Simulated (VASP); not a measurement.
# VASP 6.6.1, r²SCAN single-point calculation, BN (strained rocksalt)

INCAR

```
ENCUT = 520
ALGO = Normal
NELM = 120
NBANDS = 11
METAGGA = R2SCAN
ISIF = 2
EDIFF = 1E-7
ISMEAR = 0
NSW = 0
LCHARG = .FALSE.
SIGMA = 0.01
LWAVE = .FALSE.
LREAL = .FALSE.
LASPH = .TRUE.
PREC = Accurate
IBRION = -1
```

KPOINTS

```
KPOINTS created by Atomic Simulation Environment
0
Gamma
12 12 12
0 0 0
```

KPOINTS_OPT

```
special points
8
Reciprocal
0.0000000000 0.0000000000 0.0000000000 1
0.5000000000 0.0000000000 0.5000000000 1
0.6250000000 0.2500000000 0.6250000000 1
0.3750000000 0.3750000000 0.7500000000 1
0.5000000000 0.5000000000 0.5000000000 1
0.5000000000 0.2500000000 0.7500000000 1
0.1770830000 0.1770830000 0.3320310000 1
0.0000000000 0.5000000000 0.5000000000 1
```

POSCAR

```
B  N
 1.0000000000000000
     0.0349165187000000    1.7807424537000001    1.7807424537000001
     1.7807424537000001    0.0349165187000000    1.7807424537000001
     1.7807424537000001    1.7807424537000001    0.0349165187000000
 B   N
   1   1
Cartesian
  0.0000000000000000  0.0000000000000000  0.0000000000000000
  1.7982007130500000  1.7982007130500000  1.7982007130500000
```

VASP ran with the recommended PBE PAW datasets (8 valence electrons in the cell).

Command

```
mpirun -np 1 vasp_std
```

From OUTCAR

```
k-points           NKPTS =    189   k-points in BZ     NKDIM =    189   number of bands    NBANDS=     11

   NELECT =       8.0000    total number of electrons

   dimension x,y,z NGX =    20 NGY =   20 NGZ =   20
   dimension x,y,z NGXF=    40 NGYF=   40 NGZF=   40

  energy-cutoff  :      520.00
  volume of cell :       10.96
      direct lattice vectors                 reciprocal lattice vectors
     0.034916519  1.780742454  1.780742454    -0.289177952  0.283616838  0.283616838
     1.780742454  0.034916519  1.780742454     0.283616838 -0.289177952  0.283616838
     1.780742454  1.780742454  0.034916519     0.283616838  0.283616838 -0.289177952

 k-points in reciprocal lattice and weights: KPOINTS created by Atomic Simulation Env
   0.00000000  0.00000000  0.00000000       0.001
   0.08333333  0.00000000  0.00000000       0.003
   0.16666667 -0.00000000  0.00000000       0.003
   0.25000000  0.00000000 -0.00000000       0.003
   0.33333333  0.00000000  0.00000000       0.003
   0.41666667 -0.00000000 -0.00000000       0.003
   0.50000000  0.00000000 -0.00000000       0.002
   0.08333333  0.08333333 -0.00000000       0.003
   ...

 E-fermi :  10.2417

 k-point     1 :       0.0000    0.0000    0.0000
  band No.  band energies     occupation
      1     -13.3469      2.00000
      2       8.5622      2.00000
      3       9.2935      2.00000
      4       9.2935      2.00000
      5      19.0582      0.00000
      6      22.7280      0.00000
      7      22.7280      0.00000
      8      22.9486      0.00000
      9      28.4372      0.00000
     10      29.6254      0.00000
     11      29.6254      0.00000

 k-point     2 :       0.0833    0.0000    0.0000
  band No.  band energies     occupation
      1     -13.1440      2.00000
      2       8.2313      2.00000
      3       8.7371      2.00000
      4       9.2648      2.00000
      5      19.3222      0.00000
      6      22.0217      0.00000
      7      22.1488      0.00000
      8      22.5961      0.00000
      9      28.7758      0.00000
     10      29.2139      0.00000
     11      30.1581      0.00000

 k-point     3 :       0.1667   -0.0000    0.0000
  band No.  band energies     occupation
      1     -12.5411      2.00000
      2       6.1621      2.00000
      3       8.6361      2.00000
      4       9.2050      2.00000
      5      19.3845      0.00000
      6      20.4139      0.00000
      7      20.4880      0.00000
      8      22.5495      0.00000
      9      28.6476      0.00000
     10      30.5102      0.00000
     11      31.6576      0.00000

 k-point     4 :       0.2500    0.0000   -0.0000
  band No.  band energies     occupation
      1     -11.5595      2.00000
      2       3.4493      2.00000
      3       8.6729      2.00000
      4       9.1700      2.00000
      5      18.3841      0.00000
      6      18.6326      0.00000
      7      18.9823      0.00000
      8      23.0697      0.00000
      9      29.3523      0.00000
     10      32.7815      0.00000
     11      33.9898      0.00000

 k-point     5 :       0.3333    0.0000    0.0000
  band No.  band energies     occupation
      1     -10.2584      2.00000
      2       0.6823      2.00000
      3       8.7907      2.00000
      4       9.1973      2.00000
      5      16.8290      0.00000
      6      17.0955      0.00000
      7      18.1575      0.00000
      8      23.6009      0.00000
      9      30.8699      0.00000
     10      35.7493      0.00000
     11      37.0352      0.00000

 k-point     6 :       0.4167   -0.0000   -0.0000
  band No.  band energies     occupation
      1      -8.8333      2.00000
      2      -1.6987      2.00000
      3       8.9437      2.00000
      4       9.2674      2.00000
      5      15.7067      0.00000
      6      16.0493      0.00000
      7      17.6417      0.00000
      8      23.9115      0.00000
      9      32.7571      0.00000
     10      39.2018      0.00000
     11      40.6284      0.00000

 k-point     7 :       0.5000    0.0000   -0.0000
  band No.  band energies     occupation
      1      -8.0372      2.00000
      2      -2.8247      2.00000
      3       9.0189      2.00000
      4       9.3065      2.00000
      5      15.2966      0.00000
      6      15.6742      0.00000
      7      17.4653      0.00000
      8      24.0097      0.00000
      9      33.8675      0.00000
     10      39.5326      0.00000
     11      42.3503      0.00000

 k-point     8 :       0.0833    0.0833   -0.0000
  band No.  band energies     occupation
      1     -13.0799      2.00000
      2       8.1567      2.00000
      3       8.8549      2.00000
      4       8.8849      2.00000
      5      19.5349      0.00000
      6      20.9026      0.00000
      7      22.7150      0.00000
      8      22.8594      0.00000
      9      27.4785      0.00000
     10      30.1878      0.00000
     11      30.9326      0.00000

 k-point     9 :       0.1667    0.0833    0.0000
  band No.  band energies     occupation
      1     -12.6130      2.00000
      2       6.9881      2.00000
      3       7.9457      2.00000
      4       9.1037      2.00000
      5      19.0157      0.00000
      6      20.0549      0.00000
      7      22.2251      0.00000
      8      22.6662      0.00000
      9      26.9000      0.00000
     10      31.5782      0.00000
     11      32.2773      0.00000

 k-point    10 :       0.2500    0.0833   -0.0000
  band No.  band energies     occupation
      1     -11.7581      2.00000
      2       4.4844      2.00000
      3       7.7005      2.00000
      4       9.1695      2.00000
      5      17.3249      0.00000
      6      19.6684      0.00000
      7      20.7924      0.00000
      8      23.0633      0.00000
      9      27.5814      0.00000
     10      33.2236      0.00000
     11      34.4131      0.00000

 k-point    11 :       0.3333    0.0833   -0.0000
  band No.  band energies     occupation
      1     -10.5571      2.00000
      2       1.7318      2.00000
      3       7.6918      2.00000
      4       9.0275      2.00000
      5      16.0172      0.00000
      6      18.7725      0.00000
      7      19.3138      0.00000
      8      23.7149      0.00000
      9      29.1848      0.00000
     10      35.4229      0.00000
     11      37.2963      0.00000

 k-point    12 :       0.4167    0.0833   -0.0000
  band No.  band energies     occupation
      1      -9.1364      2.00000
      2      -0.8162      2.00000
      3       7.9221      2.00000
      4       8.6885      2.00000
      5      15.3216      0.00000
      6      17.4738      0.00000
      7      18.5880      0.00000
      8      24.1534      0.00000
      9      31.3719      0.00000
     10      38.0633      0.00000
     11      40.4383      0.00000

 k-point    13 :       0.5000    0.0833    0.0000
  band No.  band energies     occupation
      1      -7.9813      2.00000
      2      -2.5138      2.00000
      3       8.1495      2.00000
      4       8.4451      2.00000
      5      15.2735      0.00000
      6      16.3859      0.00000
      7      18.3705      0.00000
      8      24.3354      0.00000
      9      33.3750      0.00000
     10      38.2459      0.00000
     11      42.2750      0.00000

 k-point    14 :      -0.4167    0.0833    0.0000
  band No.  band energies     occupation
      1      -8.2529      2.00000
      2      -2.1374      2.00000
      3       7.7542      2.00000
      4       8.9528      2.00000
      5      15.6066      0.00000
      6      15.9949      0.00000
      7      18.5524      0.00000
      8      24.2827      0.00000
      9      32.9381      0.00000
     10      38.6584      0.00000
     11      39.6440      0.00000

 k-point    15 :      -0.3333    0.0833    0.0000
  band No.  band energies     occupation
      1      -9.5939      2.00000
      2      -0.0555      2.00000
      3       7.4820      2.00000
      4       9.3970      2.00000
      5      15.8739      0.00000
      6      16.7931      0.00000
      7      19.1264      0.00000
      8      23.9823      0.00000
      9      30.9160      0.00000
     10      35.7767      0.00000
     11      40.0427      0.00000

 k-point    16 :      -0.2500    0.0833    0.0000
  band No.  band energies     occupation
      1     -10.9700      2.00000
      2       2.6076      2.00000
      3       7.4341      2.00000
      4       9.5761      2.00000
      5      16.8457      0.00000
      6      17.9341      0.00000
      7      20.0276      0.00000
      8      23.4122      0.00000
      9      29.1637      0.00000
     10      32.8586      0.00000
     11      37.3513      0.00000

 ...

  Total       -0.7172896     -0.7172896     -0.7172896     -0.8686774     -0.8686774     -0.8686774
  in kB     -104.8419431   -104.8419431   -104.8419431   -126.9694025   -126.9694025   -126.9694025
  external PRESSURE =    -104.8419431 kB  Pullay stress =       0.0000000 kB

 POSITION                                       TOTAL-FORCE (eV/Angst)
 -----------------------------------------------------------------------------------
      0.00000      0.00000      0.00000        -0.000000      0.000000      0.000000
      1.79820      1.79820      1.79820         0.000000     -0.000000     -0.000000
 -----------------------------------------------------------------------------------
    total drift:                                0.000000      0.000000      0.000000

  FREE ENERGIE OF THE ION-ELECTRON SYSTEM (eV)
  ---------------------------------------------------
  free  energy   TOTEN  =       -15.3946940519 eV

  energy  without entropy=      -15.3946940519  energy(sigma->0) =      -15.39469405
```

| Quantity | Value |
| --- | --- |
| gap between bands v and c | 0.91 eV |
| least direct gap | 5.99 eV |
| pressure | -10.5 GPa |

Band v is the last that the valence electrons fill when counted band by band, and c is the next.

The run took about 77 s on one core of a shared host (Intel Xeon Platinum 8488C) and held 0.15 GiB at most.
